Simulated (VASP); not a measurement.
# AlFe (Pm-3m) in VASP: further runs

Runs on AlFe. Level: PBE. Tasks: single point, relaxation of cell and atoms.

Everything below comes from runs of VASP 6.6.1. Logs are shortened: lines on timing, memory, paths and dates and some standing lists are left out, and cuts for length are marked.

## Step 1: The crystal as given

It takes space group Pm-3m (No. 221, cubic). Conventional cell: a = 2.874 Å, b = 2.874 Å, c = 2.874 Å, α = 90.00°, β = 90.00°, γ = 90.00°. Al (site symmetry m-3m) has 8 Fe at 2.49 Å as nearest neighbours. Fe (site symmetry m-3m) has 8 Al at 2.49 Å as nearest neighbours.

The cell comes from a database or a generator and needn't be the stable form of this composition.

## Step 2: Single point, PBE, collinear spin, typed start

The input, INCAR:

```
PREC = Accurate
ENCUT = 520
EDIFF = 1E-6
ISMEAR = 0
SIGMA = 0.1
LREAL = F
LASPH = T
NELM = 150
ALGO = Normal
ISIF = 2
LWAVE = F
LCHARG = T
ISPIN = 2
MAGMOM = 0 0.81
LORBIT = 11
LMAXMIX = 4
GGA = PE
LELF = T
LVHAR = T
NBANDS = 16
```

The input, KPOINTS:

```
Automatic mesh
0
Gamma
  6 6 6
```

The input, POSCAR:

```
AlFe
1.0
    2.8742560769      0.0000000000      0.0000000000
    0.0000000000      2.8742560769      0.0000000000
    0.0000000000      0.0000000000      2.8742560769
Al Fe
1 1
Direct
    0.0000000000      0.0000000000      0.0000000000
    0.5000000000      0.5000000000      0.5000000000
```

Potentials or basis: VASP PAW PBE potentials, release 64 (Al, Fe).

Started as:

```bash
> cat potpaw_PBE.64/Al/POTCAR potpaw_PBE.64/Fe/POTCAR > POTCAR
> mpirun -np 1 vasp_std > vasp.out
```

OUTCAR:

```text
PREC = Accurate
   ENCUT = 520
   EDIFF = 1E-6
   ISMEAR = 0
   LREAL = F
   LASPH = T
   NELM = 150
   ISIF = 2
   ISPIN = 2
   LORBIT = 11
   GGA = PE

 ion  position               nearest neighbor table
   1  0.000  0.000  0.000-   2 2.49   2 2.49   2 2.49   2 2.49   2 2.49   2 2.49   2 2.49   2 2.49

   2  0.500  0.500  0.500-   1 2.49   1 2.49   1 2.49   1 2.49   1 2.49   1 2.49   1 2.49   1 2.49

  LATTYP: Found a simple cubic cell.
 ALAT       =     2.8742560769

  Lattice vectors:

 A1 = (   2.8742560769,   0.0000000000,   0.0000000000)
 A2 = (   0.0000000000,   2.8742560769,   0.0000000000)
 A3 = (   0.0000000000,   0.0000000000,   2.8742560769)

Analysis of symmetry for initial positions (statically):
=====================================================================
 Subroutine PRICEL returns:
 Original cell was already a primitive cell.

 Routine SETGRP: Setting up the symmetry group for a
 simple cubic supercell.

 Subroutine GETGRP returns: Found 48 space group operations
 (whereof 48 operations were pure point group operations)
 out of a pool of 48 trial point group operations.

The static configuration has the point symmetry O_h .

Analysis of symmetry for dynamics (positions and initial velocities):
=====================================================================
 Subroutine PRICEL returns:
 Original cell was already a primitive cell.

 Routine SETGRP: Setting up the symmetry group for a
 simple cubic supercell.

 Subroutine GETGRP returns: Found 48 space group operations
 (whereof 48 operations were pure point group operations)
 out of a pool of 48 trial point group operations.

The dynamic configuration has the point symmetry O_h .

Analysis of structural, dynamic, and magnetic symmetry:
=====================================================================
 Subroutine PRICEL returns:
 Original cell was already a primitive cell.

 Routine SETGRP: Setting up the symmetry group for a
 simple cubic supercell.

 Subroutine GETGRP returns: Found 48 space group operations
 (whereof 48 operations were pure point group operations)
 out of a pool of 48 trial point group operations.

The overall configuration has the point symmetry O_h .

 Subroutine INISYM returns: Found 48 space group operations
 (whereof 48 operations are pure point group operations),
 and found     1 'primitive' translations

----------------------------------------------------------------------------------------

                                     Primitive cell

  volume of cell :      23.7452

  direct lattice vectors                    reciprocal lattice vectors
     2.874256077  0.000000000  0.000000000     0.347916112  0.000000000  0.000000000
     0.000000000  2.874256077  0.000000000     0.000000000  0.347916112  0.000000000
     0.000000000  0.000000000  2.874256077     0.000000000  0.000000000  0.347916112

  length of vectors
     2.874256077  2.874256077  2.874256077     0.347916112  0.347916112  0.347916112

  position of ions in fractional coordinates (direct lattice)
     0.000000000  0.000000000  0.000000000
     0.500000000  0.500000000  0.500000000

  ion indices of the primitive-cell ions
   primitive index   ion index
                 1           1
                 2           2

----------------------------------------------------------------------------------------

 KPOINTS: Automatic mesh

Automatic generation of k-mesh.
 Grid dimensions read from file:
 generate k-points for:    6    6    6

 Generating k-lattice:

  Cartesian coordinates                     Fractional coordinates (reciprocal lattice)
     0.057986019  0.000000000  0.000000000     0.166666667  0.000000000  0.000000000
     0.000000000  0.057986019  0.000000000     0.000000000  0.166666667  0.000000000
     0.000000000  0.000000000  0.057986019     0.000000000  0.000000000  0.166666667

  Length of vectors
     0.057986019  0.057986019  0.057986019

  Shift w.r.t. Gamma in fractional coordinates (k-lattice)
     0.000000000  0.000000000  0.000000000

 Subroutine IBZKPT returns following result:
 ===========================================

 Found     20 irreducible k-points:

 Following reciprocal coordinates:
            Coordinates               Weight
  0.000000  0.000000  0.000000      1.000000
  0.166667  0.000000  0.000000      6.000000
  0.333333  0.000000  0.000000      6.000000
  0.500000  0.000000  0.000000      3.000000
  0.166667  0.166667  0.000000     12.000000
  0.333333  0.166667  0.000000     24.000000
[... 12 lines left out ...]
  0.500000  0.500000  0.333333      6.000000
  0.500000  0.500000  0.500000      1.000000
   k-points           NKPTS =     20   k-points in BZ     NKDIM =     20   number of bands    NBANDS=     16
   number of dos      NEDOS =    301   number of ions     NIONS =      2
   total plane-waves  NPLWV =  13824
   dimension x,y,z NGX =    24 NGY =   24 NGZ =   24
   dimension x,y,z NGXF=    48 NGYF=   48 NGZF=   48
   ions per type =               1   1
   NGX,Y,Z   is equivalent  to a cutoff of  13.88, 13.88, 13.88 a.u.
   NGXF,Y,Z  is equivalent  to a cutoff of  27.76, 27.76, 27.76 a.u.
 SYSTEM =  unknown system
   PREC   = accura    normal or accurate (medium, high low for compatibility)
   ISTART =      0    job   : 0-new  1-cont  2-samecut
   ICHARG =      2    charge: 1-file 2-atom 10-const
   ISPIN  =      2    spin polarized calculation?
   LNONCOLLINEAR =      F non collinear calculations
   LSORBIT =      F    spin-orbit coupling
   LASPH  =      T    aspherical Exc in radial PAW
   ENCUT  =  520.0 eV  38.22 Ry    6.18 a.u.   5.34  5.34  5.34*2*pi/ulx,y,z
   NELM   =    150;   NELMIN=  2; NELMDL= -5     # of ELM steps
   EDIFF  = 0.1E-05   stopping-criterion for ELM
   LREAL  =      F    real-space projection
   EDIFFG = 0.1E-04   stopping-criterion for IOM
   NSW    =      0    number of steps for IOM
   IBRION =     -1    ionic relax: 0-MD 1-quasi-New 2-CG
   NFREE  =      0    steps in history (QN), initial steepest desc. (CG)
   ISIF   =      2    stress and relaxation
   ISYM   =      2    0-nonsym 1-usesym 2-fastsym
   POTIM  = 0.5000    time-step for ionic-motion
   TEBEG  =    0.0;   TEEND  =   0.0 temperature during run
   PSTRESS=    0.0 pullay stress
   NELECT =      11.0000    total number of electrons
   NUPDOWN=      -1.0000    fix difference up-down
   EMIN   =  10.00;   EMAX   =-10.00  energy-range for DOS
   EFERMI =   0.00;   METHOD = LEGACY
   ISMEAR =     0;   SIGMA  =   0.10  broadening in eV -4-tet -1-fermi 0-gaus
   EFERMI_NEDOS =   21; number of points for ismear=-14 and -15
   IALGO  =     38    algorithm
   IMIX   =      4    mixing-type and parameters
     AMIX     =   0.40;   BMIX     =  1.00
     AMIX_MAG =   1.60;   BMIX_MAG =  1.00
  volume/ion in A,a.u.               =      11.87        80.12
  Fermi-wavevector in a.u.,A,eV,Ry     =   1.266719  2.393752 21.831594  1.604577
  Thomas-Fermi vector in A             =   2.399905
   LORBIT       =     11    0 simple, 1 ext, 2 COOP (PROOUT), +10 PAW based schemes
   GGA     = PE    functional components
   LHFCALC =     F    Hartree Fock is set to
   AEXX    =    0.0000 exact exchange contribution
   IVDW    =     0    specifies the selected vdW correction
   LEPSILON=     F    determine dielectric tensor
   LRPA    =     F    only Hartree local field effects (RPA)
 spin polarized calculation
 Gauss-broadening in eV      SIGMA  =   0.10
  energy-cutoff  :      520.00
  volume of cell :       23.75
 maximum number of plane-waves:       656
 NGX is ok and might be reduce to    24
   NGX = 11   NGY = 11   NGZ = 11

 number of electron      10.9999994 magnetization       0.7253646

 Free energy of the ion-electron system (eV)
  ---------------------------------------------------
  ext. energy  EPLUGINS =         0.00000000
  ---------------------------------------------------
  free energy    TOTEN  =       -12.66431667 eV

  energy without entropy =      -12.65459948  energy(sigma->0) =      -12.65945808

 E-fermi :   7.9618     XC(G=0): -12.1484

 val. band max:        7.9066879713   @ k =   0.5000   0.5000   0.1667
 cond. band min:       7.9827076884   @ k =   0.3333   0.1667   0.1667
 fundamental gap:      0.0760197170
 Fermi energy:         7.9618497214

 spin component 1

 k-point     1 :       0.0000    0.0000    0.0000
  band No.  band energies     occupation
      1      -2.3976      1.00000
      2       5.5209      1.00000
      3       5.5209      1.00000
      4       7.5695      1.00000
      5       7.5695      1.00000
      6       7.5695      1.00000
[... 8 lines left out ...]
     15      29.7896      0.00000
     16      31.6689      0.00000
[... 343 lines left out ...]
 k-point    20 :       0.5000    0.5000    0.5000
  band No.  band energies     occupation
      1       4.3610      1.00000
      2       4.3610      1.00000
      3       4.3610      1.00000
      4       8.5167      0.00000
      5       8.5167      0.00000
      6      10.9836      0.00000
[... 8 lines left out ...]
     15      36.0420      0.00000
     16      40.0602      0.00000
 Fermi energy:         7.9618497214

 spin component 2

 k-point     1 :       0.0000    0.0000    0.0000
  band No.  band energies     occupation
      1      -2.3799      1.00000
      2       5.8334      1.00000
      3       5.8334      1.00000
      4       8.4771      0.00000
      5       8.4771      0.00000
      6       8.4771      0.00000
[... 8 lines left out ...]
     15      29.8572      0.00000
     16      31.6604      0.00000
[... 343 lines left out ...]
 k-point    20 :       0.5000    0.5000    0.5000
  band No.  band energies     occupation
      1       4.8167      1.00000
      2       4.8167      1.00000
      3       4.8167      1.00000
      4       8.9854      0.00000
      5       8.9854      0.00000
      6      11.0561      0.00000
[... 8 lines left out ...]
     15      35.9349      0.00000
     16      40.0359      0.00000

------------------------ aborting loop because EDIFF is reached ----------------------------------------

  FORCE on cell =-STRESS in cart. coord.  units (eV):
  Direction    XX          YY          ZZ          XY          YZ          ZX
  --------------------------------------------------------------------------------------
  -------------------------------------------------------------------------------------
  Total        0.0158285      0.0158285      0.0158285     -0.0000000     -0.0000000      0.0000000
  in kB        1.0680076      1.0680076      1.0680076     -0.0000000     -0.0000000      0.0000000
  external PRESSURE =       1.0680076 kB  Pullay stress =       0.0000000 kB

 VOLUME and BASIS-vectors are now :
 -----------------------------------------------------------------------------
  energy-cutoff  :      520.00
  volume of cell :       23.75
      direct lattice vectors                 reciprocal lattice vectors
     2.874256077  0.000000000  0.000000000     0.347916112  0.000000000  0.000000000
     0.000000000  2.874256077  0.000000000     0.000000000  0.347916112  0.000000000
     0.000000000  0.000000000  2.874256077     0.000000000  0.000000000  0.347916112

 POSITION                                       TOTAL-FORCE (eV/Angst)
 -----------------------------------------------------------------------------------
      0.00000      0.00000      0.00000         0.000000      0.000000      0.000000
      1.43713      1.43713      1.43713         0.000000      0.000000      0.000000
 -----------------------------------------------------------------------------------
    total drift:                                0.000000     -0.000000     -0.000000

  FREE ENERGIE OF THE ION-ELECTRON SYSTEM (eV)
  ---------------------------------------------------
  free  energy   TOTEN  =       -12.6643166685 eV

  energy  without entropy=      -12.6545994837  energy(sigma->0) =      -12.65945808

 total charge

# of ion       s       p       d       tot
------------------------------------------
    1        0.400   0.435   0.000   0.835
    2        0.433   0.508   6.473   7.414
--------------------------------------------------
tot          0.833   0.943   6.473   8.248

 magnetization (x)

# of ion       s       p       d       tot
------------------------------------------
    1       -0.008  -0.013   0.000  -0.021
    2       -0.002   0.011   0.747   0.757
--------------------------------------------------
tot         -0.010  -0.002   0.747   0.735
```

Run time: 7 s. Hardware: 1 thread of Intel Xeon 6975P-C (Granite Rapids), shared host; peak memory 0.14 GiB.

Results:

- Free energy: -12.6643 eV
- Pressure: 0.1 GPa
- Band gap on the k mesh: none (metal or under the smearing width)
- Net moment: 0.73 μB per cell
- Site moments: Al -0.02; Fe +0.76 μB
- Valence electrons inside the program's atomic spheres: Al 0.83; Fe 7.41

Caveat: the k mesh is coarse (spacing up to 0.36 Å⁻¹), so the values aren't converged.

## Step 3: Relaxation of cell and atoms, PBE, collinear spin, typed start

This run uses another cell than the first one, of 11.52 Å³/atom, 0.970 times its volume.

The input, INCAR:

```
SYSTEM = AlFe
PREC     = Accurate       ! precision mode
ENCUT    = 600            ! plane-wave cutoff, eV
EDIFF    = 1E-6           ! SCF threshold, eV
ISMEAR   = 0              ! smearing method
SIGMA    = 0.1            ! smearing width, eV
LREAL    = .False.        ! projectors in reciprocal space
LASPH    = .True.         ! aspherical terms in the spheres
NELM     = 150            ! most SCF steps
ALGO     = Normal         ! electronic algorithm
ISIF     = 3              ! what is computed and relaxed
LWAVE    = .False.        ! write WAVECAR
LCHARG   = .False.        ! write CHGCAR
ISPIN    = 2              ! spin polarisation
MAGMOM   = 0 0.81         ! initial moments
LORBIT   = 11             ! projections on sites
LMAXMIX  = 4              ! l up to which the mixer works
GGA      = PE             ! functional
IBRION   = 2              ! ionic algorithm
NSW      = 60             ! ionic steps
EDIFFG   = -0.04          ! ionic threshold
```

The input, KPOINTS:

```
regular mesh
0
Gamma
  6 6 6
  0 0 0
```

The input, POSCAR:

```
AlFe
1.0
    2.8455060000      0.0000000000      0.0000000000
    0.0000000000      2.8455060000      0.0000000000
    0.0000000000      0.0000000000      2.8455060000
Al Fe
1 1
Direct
    0.0000000000      0.0000000000      0.0000000000
    0.5000000000      0.5000000000      0.5000000000
```

Potentials or basis: VASP PAW PBE potentials, release 64 (Al, Fe).

Started as:

```bash
> cat potpaw_PBE.64/Al/POTCAR potpaw_PBE.64/Fe/POTCAR > POTCAR
> mpirun -np 1 vasp_std > vasp.out
```

Run time: 12 s. Hardware: 1 thread of Intel Xeon 6975P-C (Granite Rapids), shared host; peak memory 0.15 GiB.

The run converged. Its results:

```yaml
Free_energy: -12.6639 eV
Relaxed_volume: 11.87 Å³/atom
Relaxed_cell: a = 2.874 Å, b = 2.874 Å, c = 2.874 Å, α = 90.00°, β = 90.00°, γ = 90.00°
Space_group_after_relaxing_to_0.05_Å: Pm-3m (No. 221)
Energy_gained_by_relaxing: 6.1 meV/atom
Ionic_steps: 3
Pressure_after_relaxing: 0.0 GPa
Band_gap_on_the_k_mesh: none (metal or under the smearing width)
Net_moment: 0.73 μB per cell
Site_moments: Al -0.02; Fe +0.76 μB
Valence_electrons_inside_the_program's_atomic_spheres: Al 0.83; Fe 7.41
```

The path:
```
step  energy change (eV)  largest force (eV/Å)  pressure (GPa)  volume (Å³)
   1              0.0000                0.0000            5.71        23.04
   2             -0.0018                0.0000           -4.71        24.44
   3             -0.0123                0.0000            0.01        23.75
```

Final structure:
```yaml
crystal:
  lattice:
    - [2.87444, 0.00000, 0.00000]
    - [0.00000, 2.87444, 0.00000]
    - [0.00000, 0.00000, 2.87444]
  atoms:
    - { symbol: Al, position: [0.00000, 0.00000, 0.00000] }
    - { symbol: Fe, position: [0.50000, 0.50000, 0.50000] }
```

Levels at points of the mesh, in eV from the Fermi level:
Spin up:
| k point | band 2 | band 3 | band 4 | band 5 | band 6 | band 7 | band 8 | band 9 |
| --- | --- | --- | --- | --- | --- | --- | --- | --- |
| (0.00, 0.00, 0.00) | -2.44 | -2.44 | -0.39 | -0.39 | -0.39 | 6.40 | 6.40 | 6.40 |
| (0.50, 0.00, 0.00) | -5.97 | -1.82 | -1.33 | -1.33 | -0.27 | 0.96 | 8.78 | 11.10 |
| (0.50, 0.50, 0.00) | -2.47 | -2.06 | -2.06 | -1.10 | -1.10 | 0.51 | 3.29 | 4.04 |
| (0.50, 0.50, 0.50) | -3.60 | -3.60 | 0.55 | 0.55 | 3.02 | 3.02 | 3.02 | 4.32 |
Spin down:
```csv
k point,band 1,band 2,band 3,band 4,band 5,band 6,band 7,band 8,band 9
"(0.00, 0.00, 0.00)",-10.34,-2.13,-2.13,0.52,0.52,0.52,6.45,6.45,6.45
"(0.50, 0.00, 0.00)",-6.18,-5.89,-1.45,-0.54,-0.54,0.65,1.40,8.68,11.21
"(0.50, 0.50, 0.00)",-4.62,-2.20,-2.06,-2.06,-0.27,-0.27,0.98,3.61,4.63
"(0.50, 0.50, 0.50)",-3.14,-3.14,-3.14,1.02,1.02,3.09,3.09,3.09,4.26
```

Caveat: the k mesh is coarse (spacing up to 0.37 Å⁻¹), so the values aren't converged.

## Step 4: Single point, PBE, collinear spin, typed start

This run uses another cell than the first one, of 11.52 Å³/atom, 0.970 times its volume.

The input, INCAR:

```
ALGO = Normal
EDIFF = 1E-7
ENCUT = 520
GGA = PE
ISIF = 2
ISMEAR = 0
ISPIN = 2
LASPH = True
LCHARG = True
LELF = True
LMAXMIX = 4
LORBIT = 11
LREAL = False
LVHAR = True
LWAVE = False
MAGMOM = 0 4
NBANDS = 16
NELM = 150
PREC = Accurate
SIGMA = 0.1
```

The input, KPOINTS:

```
k-points
0
Gamma
  6 6 6
```

POSCAR is that of step 3.

Started as:

```bash
> cat potpaw_PBE.64/Al/POTCAR potpaw_PBE.64/Fe/POTCAR > POTCAR
> mpirun -np 1 vasp_std > vasp.out
```

It took 7.8 s on 1 thread of Intel Xeon 6975P-C (Granite Rapids), shared host; peak memory 0.15 GiB.

Results (log left out):

| Item | Value |
| --- | --- |
| Free energy | -12.6519 eV |
| Pressure | 5.7 GPa |
| Band gap on the k mesh | none (metal or under the smearing width) |
| Net moment | 0.71 μB per cell |
| Site moments | Al -0.02; Fe +0.73 μB |
| Valence electrons inside the program's atomic spheres | Al 0.85; Fe 7.48 |

Levels at points of the mesh, in eV from the Fermi level:
Spin up:
```csv
k point,band 2,band 3,band 4,band 5,band 6,band 7,band 8,band 9,band 10,band 11
"(0.00, 0.00, 0.00)",-2.52,-2.52,-0.35,-0.35,-0.35,6.60,6.60,6.60,9.55,9.55
"(0.50, 0.00, 0.00)",-6.07,-1.86,-1.33,-1.33,-0.23,1.05,8.85,11.32,11.32,12.37
"(0.50, 0.50, 0.00)",-2.53,-2.08,-2.08,-1.10,-1.10,0.58,3.46,4.29,13.27,16.47
"(0.50, 0.50, 0.50)",-3.69,-3.69,0.63,0.63,3.08,3.08,3.08,4.64,6.16,6.16
```
Spin down:
```csv
k point,band 2,band 3,band 4,band 5,band 6,band 7,band 8,band 9
"(0.00, 0.00, 0.00)",-2.22,-2.22,0.53,0.53,0.53,6.66,6.66,6.66
"(0.50, 0.00, 0.00)",-5.99,-1.51,-0.56,-0.56,0.67,1.48,8.76,11.43
"(0.50, 0.50, 0.00)",-2.27,-2.07,-2.07,-0.29,-0.29,1.04,3.77,4.87
"(0.50, 0.50, 0.50)",-3.24,-3.24,1.08,1.08,3.15,3.15,3.15,4.58
```

Caveat: the k mesh is coarse (spacing up to 0.37 Å⁻¹), so the values aren't converged; the moment fell far below its start of 4 μB, so a state of higher moment may lie lower in energy.

## Step 5: Overview

| task | cell | cutoff (eV) | gap on the mesh (eV) | pressure (GPa) | moment (μB) |
| --- | --- | --- | --- | --- | --- |
| single point | Pm-3m, 11.87 Å³/atom | 520 | none | 0.1 | 0.73 |
| relaxation of cell and atoms | relaxed | 600 | none | 0.0 | 0.73 |
| single point | Pm-3m, 11.52 Å³/atom | 520 | none | 5.7 | 0.71 |

Alike in all rows: level PBE; potentials or basis VASP PAW PBE potentials, release 64 (Al, Fe); spin collinear, typed start; k mesh 6 × 6 × 6; smearing gaussian 0.1 eV; the mesh is coarse, so values aren't converged.

Caveats: all runs use coarse meshes; the moment fell far below its start of 4 μB, so a state of higher moment may lie lower in energy (some runs).

Total energies depend on the potentials used, so only differences within one code and one set of settings carry meaning.
